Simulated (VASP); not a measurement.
# MnO (P6_3mc) in VASP: further runs, part 2 of 2

VASP 6.6.1.

## Step 4: Single point, PBE+U, collinear spin, zero start

The input, INCAR:

```
SYSTEM = MnO
ALGO     = Fast           ! electronic algorithm
EDIFF    = 1E-7           ! SCF threshold, eV
ENCUT    = 520            ! plane-wave cutoff, eV
GGA      = PE             ! functional
ISIF     = 2              ! what is computed and relaxed
ISMEAR   = 0              ! smearing method
ISPIN    = 2              ! spin polarisation
LASPH    = .TRUE.         ! aspherical terms in the spheres
LCHARG   = .FALSE.        ! write CHGCAR
LDAU     = .TRUE.         ! DFT+U
LDAUJ    = 0 0          
LDAUL    = 2 -1           ! shell
LDAUPRINT= 1            
LDAUTYPE = 2            
LDAUU    = 3 0            ! U, eV
LMAXMIX  = 4              ! l up to which the mixer works
LORBIT   = 11             ! projections on sites
LREAL    = .FALSE.        ! projectors in reciprocal space
LWAVE    = .FALSE.        ! write WAVECAR
MAGMOM   = 0 0 0 0        ! initial moments
NBANDS   = 31             ! bands
NELM     = 150            ! most SCF steps
PREC     = Accurate       ! precision mode
SIGMA    = 0.05           ! smearing width, eV
```

The input, KPOINTS:

```
k-points
0
G
  6 6 4
  0 0 0
```

The input, POSCAR:

```
MnO
1.0
    3.3717001900      0.0000000000      0.0000000000
   -1.6858500900      2.9199780200      0.0000000000
    0.0000000000      0.0000000000      5.3854988200
Mn O
2 2
Direct
    0.3333333333      0.6666666667      0.0109600000
    0.6666666667      0.3333333333      0.5109600000
    0.3333333333      0.6666666667      0.3754700000
    0.6666666667      0.3333333333      0.8754700000
```

Launch:

```sh
$ cat potpaw_PBE.64/Mn_pv/POTCAR potpaw_PBE.64/O/POTCAR > POTCAR
$ mpirun -np 1 vasp_std > vasp.out
```

Run time: 93 s. Hardware: 1 thread of Intel Xeon Platinum 8488C (Sapphire Rapids), shared host; peak memory 0.21 GiB.

Results (log left out):

| Item | Value |
| --- | --- |
| Free energy | -23.8925 eV |
| Pressure | -21.7 GPa |
| Largest force | 0.693 eV/Å |
| Band gap on the k mesh | none (metal or under the smearing width) |
| Net moment | 0.00 μB per cell |
| Valence electrons inside the program's atomic spheres | Mn 11.49; O 4.95 |

Forces on the atoms (eV/Å):
```
Mn   0.000  0.000 -0.693
Mn   0.000  0.000 -0.693
O    0.000  0.000  0.693
O    0.000  0.000  0.693
```

Stress tensor (GPa, compression positive):
```
-25.79   0.00   0.00
  0.00 -25.79   0.00
  0.00   0.00 -13.46
```

Levels at points of the mesh, in eV from the Fermi level:
Spin up:
```csv
k point,band 17,band 18,band 19,band 20,band 21,band 22
"(0.00, 0.00, 0.00)",-1.21,-1.21,-0.43,-0.01,1.14,1.14
"(0.50, 0.00, 0.00)",-1.30,-1.28,-0.19,0.13,0.57,0.71
"(0.00, 0.00, 0.50)",-1.55,-1.55,0.70,0.70,1.64,1.64
"(0.50, 0.00, 0.50)",-1.28,-1.28,-0.11,-0.11,1.13,1.13
```
Spin down:
| k point | band 16 | band 17 | band 18 | band 19 | band 20 | band 21 | band 22 | band 23 |
| --- | --- | --- | --- | --- | --- | --- | --- | --- |
| (0.00, 0.00, 0.00) | -1.97 | -1.21 | -1.21 | -0.43 | -0.01 | 1.14 | 1.14 | 2.17 |
| (0.50, 0.00, 0.00) | -1.31 | -1.30 | -1.28 | -0.19 | 0.13 | 0.57 | 0.71 | 1.26 |
| (0.00, 0.00, 0.50) | -1.55 | -1.55 | -1.55 | 0.70 | 0.70 | 1.64 | 1.64 | 1.64 |
| (0.50, 0.00, 0.50) | -1.30 | -1.28 | -1.28 | -0.11 | -0.11 | 1.13 | 1.13 | 1.17 |

Eigenvalues of the final occupation matrices:
| site | spin | trace | eigenvalues |
| --- | --- | --- | --- |
| site 1 d | 1 | 2.55 | 0.23 0.27 0.27 0.89 0.89 |
| site 1 d | 2 | 2.55 | 0.23 0.27 0.27 0.89 0.89 |
| site 2 d | 1 | 2.55 | 0.23 0.27 0.27 0.89 0.89 |
| site 2 d | 2 | 2.55 | 0.23 0.27 0.27 0.89 0.89 |

## Step 5: Single point, PBE+U, collinear spin, ferromagnetic start

The input, INCAR:

```
SYSTEM = MnO
ALGO = Fast ; EDIFF = 1E-7
ENCUT = 520 ; GGA = PE
ISIF = 2 ; ISMEAR = 0
ISPIN = 2 ; LASPH = .TRUE.
LCHARG = .FALSE. ; LDAU = .TRUE.
LDAUJ = 0 0 ; LDAUL = 2 -1
LDAUPRINT = 1 ; LDAUTYPE = 2
LDAUU = 3 0 ; LMAXMIX = 4
LORBIT = 11 ; LREAL = .FALSE.
LWAVE = .FALSE. ; MAGMOM = 4 4 0 0
NBANDS = 31 ; NELM = 100
NUPDOWN = 2 ; PREC = Accurate
SIGMA = 0.05
```

KPOINTS is that of step 4.

POSCAR is that of step 4.

Potentials or basis: VASP PAW PBE potentials, release 64 (Mn_pv, O).

Launch:

```sh
$ cat potpaw_PBE.64/Mn_pv/POTCAR potpaw_PBE.64/O/POTCAR > POTCAR
$ mpirun -np 1 vasp_std > vasp.out
```

OUTCAR:

```text
SYSTEM = MnO
   EDIFF = 1E-7
   ENCUT = 520
   GGA = PE
   ISIF = 2
   ISMEAR = 0
   ISPIN = 2
   LASPH = .TRUE.
   LORBIT = 11
   LREAL = .FALSE.
   NELM = 100
   NUPDOWN = 2
   PREC = Accurate

 ion  position               nearest neighbor table
   1  0.333  0.667  0.011-   3 1.96   4 2.08   4 2.08   4 2.08
   2  0.667  0.333  0.511-   4 1.96   3 2.08   3 2.08   3 2.08
   3  0.333  0.667  0.375-   1 1.96   2 2.08   2 2.08   2 2.08
   4  0.667  0.333  0.875-   2 1.96   1 2.08   1 2.08   1 2.08

  LATTYP: Found a hexagonal cell.
 ALAT       =     3.3717001900
 C/A-ratio  =     1.5972650344

  Lattice vectors:

 A1 = (   3.3717001900,   0.0000000000,   0.0000000000)
 A2 = (  -1.6858500900,   2.9199780200,   0.0000000000)
 A3 = (   0.0000000000,   0.0000000000,   5.3854988200)

Analysis of symmetry for initial positions (statically):
=====================================================================
 Subroutine PRICEL returns:
 Original cell was already a primitive cell.
[... 1701 lines left out ...]

  FORCE on cell =-STRESS in cart. coord.  units (eV):
  Direction    XX          YY          ZZ          XY          YZ          ZX
  --------------------------------------------------------------------------------------
  -------------------------------------------------------------------------------------
  Total       -6.0651641     -6.0651641      0.3713288     -0.0000000      0.0000000      0.0000000
  in kB     -183.2730758   -183.2730760     11.2205650     -0.0000003      0.0000000      0.0000000
  external PRESSURE =    -118.4418623 kB  Pullay stress =       0.0000000 kB

 VOLUME and BASIS-vectors are now :
 -----------------------------------------------------------------------------
  energy-cutoff  :      520.00
  volume of cell :       53.02
      direct lattice vectors                 reciprocal lattice vectors
     3.371700190  0.000000000  0.000000000     0.296586275  0.171234165  0.000000000
    -1.685850090  2.919978020  0.000000000     0.000000000  0.342468331  0.000000000
     0.000000000  0.000000000  5.385498820     0.000000000  0.000000000  0.185683821

 POSITION                                       TOTAL-FORCE (eV/Angst)
 -----------------------------------------------------------------------------------
      0.00000      1.94665      0.05903        -0.000000      0.000000     -1.179939
      1.68585      0.97333      2.75177         0.000000      0.000000     -1.179939
      0.00000      1.94665      2.02209        -0.000000      0.000000      1.179939
      1.68585      0.97333      4.71484         0.000000     -0.000000      1.179939
 -----------------------------------------------------------------------------------
    total drift:                               -0.000000     -0.000000      0.001680

  FREE ENERGIE OF THE ION-ELECTRON SYSTEM (eV)
  ---------------------------------------------------
  free  energy   TOTEN  =       -24.6366669930 eV

  energy  without entropy=      -24.6250528319  energy(sigma->0) =      -24.63085991

 total charge

# of ion       s       p       d       tot
------------------------------------------
    1        0.227   6.214   5.009  11.450
    2        0.227   6.214   5.009  11.450
    3        1.558   3.404   0.000   4.962
    4        1.558   3.404   0.000   4.962
--------------------------------------------------
tot          3.569  19.235  10.019  32.823

 magnetization (x)

# of ion       s       p       d       tot
------------------------------------------
    1        0.006  -0.006   1.070   1.070
    2        0.006  -0.006   1.070   1.070
    3       -0.008  -0.049   0.000  -0.057
    4       -0.008  -0.049   0.000  -0.057
--------------------------------------------------
tot         -0.005  -0.110   2.140   2.025
```

OSZICAR:

```text
N       E                     dE             d eps       ncg     rms          rms(c)
DAV:   1     0.457082842638E+03    0.45708E+03   -0.21298E+04  2620   0.144E+03
DAV:   2     0.103909911152E+02   -0.44669E+03   -0.42059E+03  2667   0.434E+02
DAV:   3    -0.258460701893E+02   -0.36237E+02   -0.35280E+02  2940   0.131E+02
[... 12 lines left out ...]
RMM:  16    -0.246366371282E+02    0.35344E-04   -0.10534E-04  2921   0.819E-02    0.331E-02
RMM:  17    -0.246366601747E+02   -0.23046E-04   -0.51380E-05  2965   0.503E-02    0.181E-02
RMM:  18    -0.246366613703E+02   -0.11957E-05   -0.87168E-06  3037   0.237E-02    0.139E-02
RMM:  19    -0.246366664833E+02   -0.51130E-05   -0.60273E-06  3158   0.169E-02    0.698E-03
RMM:  20    -0.246366670577E+02   -0.57435E-06   -0.89020E-07  2862   0.713E-03    0.339E-03
RMM:  21    -0.246366669930E+02    0.64741E-07   -0.50566E-07  2725   0.442E-03
   1 F= -.24636667E+02 E0= -.24630860E+02  d E =-.116142E-01  mag=     2.0000
```

Wall time 75 s (1 thread of Intel Xeon Platinum 8488C (Sapphire Rapids), shared host); peak memory 0.22 GiB.

Results:

```yaml
Free_energy: -24.6367 eV
Pressure: -11.8 GPa
Largest_force: 1.180 eV/Å
Net_moment: 2.00 μB per cell
Site_moments: Mn +1.07; O -0.06 μB
Valence_electrons_inside_the_program's_atomic_spheres: Mn 11.45; O 4.96
```

Forces in eV/Å, atoms in the order of the input:
```
Mn   0.000  0.000 -1.180
Mn   0.000  0.000 -1.180
O    0.000  0.000  1.180
O    0.000  0.000  1.180
```

Eigenvalues of the final occupation matrices:
| site | spin | trace | eigenvalues |
| --- | --- | --- | --- |
| site 1 d | 1 | 3.05 | 0.13 0.54 0.54 0.92 0.92 |
| site 1 d | 2 | 1.98 | 0.05 0.05 0.49 0.49 0.91 |
| site 2 d | 1 | 3.05 | 0.13 0.54 0.54 0.92 0.92 |
| site 2 d | 2 | 1.98 | 0.05 0.05 0.49 0.49 0.91 |

Caveat: the moment is held away from its start; the total moment is fixed, so each spin has its own Fermi level; only a ferromagnetic start was run, and an antiferromagnetic order may lie lower in energy; forces of over 1 eV/Å show positions far from the minimum, so gaps and moduli don't describe the material at rest. The state reached can hang on the start; a lower one may exist.

## Step 6: Single point, PBE+U, collinear spin, ferromagnetic start

The input, INCAR:

```
  PREC = Accurate
  ENCUT = 520
  EDIFF = 1E-6
  ISMEAR = 0
  SIGMA = 0.05
  LREAL = False
  LASPH = True
  NELM = 100
  ALGO = Fast
  ISIF = 2
  LWAVE = False
  LCHARG = False
  ISPIN = 2
  MAGMOM = 4 4 0 0
  LORBIT = 11
  LMAXMIX = 4
  LDAU = True
  LDAUTYPE = 2
  LDAUL = 2 -1
  LDAUU = 2 0
  LDAUJ = 0 0
  LDAUPRINT = 1
  GGA = PE
```

The input, KPOINTS:

```
regular mesh
0
Gamma
  6 6 4
```

POSCAR is that of step 5.

Potentials or basis: VASP PAW PBE potentials, release 64 (Mn_pv, O).

Launch:

```sh
$ cat potpaw_PBE.64/Mn_pv/POTCAR potpaw_PBE.64/O/POTCAR > POTCAR
$ mpirun -np 1 vasp_std > vasp.out
```

Run time: 48 s. Hardware: 1 thread of Intel Xeon Platinum 8488C (Sapphire Rapids), shared host; peak memory 0.22 GiB.

The run converged. Its results:

* Free energy: -31.6074 eV
* Pressure: 8.8 GPa
* Largest force: 0.789 eV/Å
* Band gap on the k mesh: 0.10 eV, direct
* Net moment: 10.00 μB per cell
* Site moments: Mn +4.51; O +0.15 μB
* Valence electrons inside the program's atomic spheres: Mn 11.43; O 5.03

Forces on the atoms (eV/Å):
```
Mn   0.000  0.000 -0.789
Mn   0.000  0.000 -0.789
O    0.000  0.000  0.789
O    0.000  0.000  0.789
```

Stress tensor (GPa, compression positive):
```
 5.77  0.00  0.00
 0.00  5.77  0.00
 0.00  0.00 15.00
```

Levels at points of the mesh, in eV from the valence-band top:
Spin up:
| k point | band 20 | band 21 | band 22 | band 23 | band 24 | band 25 | band 26 | band 27 |
| --- | --- | --- | --- | --- | --- | --- | --- | --- |
| (0.00, 0.00, 0.00) | -1.08 | -1.08 | -1.02 | 0.00 | 0.00 | 0.10 | 4.18 | 6.02 |
| (0.50, 0.00, 0.00) | -2.69 | -2.30 | -2.16 | -0.94 | -0.73 | 4.35 | 4.70 | 6.14 |
| (0.00, 0.00, 0.50) | -1.55 | -0.55 | -0.55 | -0.55 | -0.55 | 1.66 | 1.66 | 8.85 |
| (0.50, 0.00, 0.50) | -2.66 | -1.40 | -1.40 | -1.26 | -1.26 | 4.25 | 4.25 | 6.61 |
Spin down:
| k point | band 12 | band 13 | band 14 | band 15 | band 16 | band 17 |
| --- | --- | --- | --- | --- | --- | --- |
| (0.00, 0.00, 0.00) | -4.30 | -4.14 | -4.14 | 0.32 | 2.21 | 2.28 |
| (0.50, 0.00, 0.00) | -4.37 | -4.24 | -4.16 | 1.43 | 1.59 | 2.34 |
| (0.00, 0.00, 0.50) | -4.24 | -4.24 | -4.24 | 2.09 | 2.09 | 2.79 |
| (0.50, 0.00, 0.50) | -4.37 | -4.21 | -4.21 | 1.95 | 1.95 | 2.75 |

Eigenvalues of the final occupation matrices:
```
    site  spin  trace               eigenvalues
site 1 d     1   4.70  0.94 0.94 0.94 0.94 0.94
site 1 d     2   0.28  0.03 0.03 0.07 0.07 0.09
site 2 d     1   4.70  0.94 0.94 0.94 0.94 0.94
site 2 d     2   0.28  0.03 0.03 0.07 0.07 0.09
```

Caveat: only a ferromagnetic start was run, and an antiferromagnetic order may lie lower in energy. The state reached can hang on the start; a lower one may exist.

## Step 7: Overview

```tsv
spin	U	fixed moment (μB)	gap on the mesh (eV)	pressure (GPa)	moment (μB)	largest force (eV/Å)
collinear, ferromagnetic start	Mn d U = 3 eV	-	0.12	9.9	10.00	0.85
collinear, antiferromagnetic start	Mn d U = 3 eV	-	0.46	6.2	0.00	0.54
collinear, zero start	Mn d U = 3 eV	-	none	-21.7	0.00	0.69
collinear, ferromagnetic start	Mn d U = 3 eV	2	-	-11.8	2.00	1.18
collinear, ferromagnetic start	Mn d U = 2 eV	-	0.10	8.8	10.00	0.79
```

Alike in all rows: task single point; level PBE+U; potentials or basis VASP PAW PBE potentials, release 64 (Mn_pv, O); cell as given; k mesh 6 × 6 × 4; cutoff (eV) 520; smearing gaussian 0.05 eV.

On the cell as given the gap runs from zero (PBE+U) to 0.46 eV (PBE+U).

Caveats: the moment is held away from its start (some runs); the total moment is fixed, so each spin has its own Fermi level (some runs); forces of over 1 eV/Å show positions far from the minimum, so gaps and moduli don't describe the material at rest (some runs).

Total energies depend on the potentials used, so only differences within one code and one set of settings carry meaning.
